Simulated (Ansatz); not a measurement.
## Formation energy of NiSi2

The computed numbers are results of PBE, scalar-relativistic (collinear spin) in the plane-wave PAW code Ansatz at 420 eV, 12×12×12 k-mesh, Gaussian smearing of 0.05 eV; PAW files: Ansatz's generated set soft_2.

The chain of runs began from a cell as deposited in COD, expanded in volume. Of that entry: the entry's cell lengths or inner coordinates differ somewhat from later room-temperature determinations.

Symmetry: Fm-3m, No. 225, cubic system. Conventional cell: a = 5.443 Å, b = 5.443 Å, c = 5.443 Å, α = 90.00°, β = 90.00°, γ = 90.00°. Si (site symmetry -43m) is surrounded by 4 Ni at 2.36 Å. Around Ni (site symmetry m-3m) lie 8 Si at 2.36 Å. (Shells end 15 % past the nearest neighbour.)

The elements were computed in their standard states with the same datasets, cutoff and functional. Absolute energies hang on the potentials; compare differences alone.

Energy of the relaxed cell (3 atoms, smearing extrapolated to zero): -7112.400 eV. Elements, in eV/atom: Si -635.810, Ni -5839.721.

What is the formation energy?

[-7112.400 − (2 × -635.810 + 1 × -5839.721)] / 3 = -0.35 eV/atom, or -34 kJ per mole of atoms.

The value is for 0 K, without zero-point energy. A negative value shows stability against the elements alone, not against other compounds or structures.
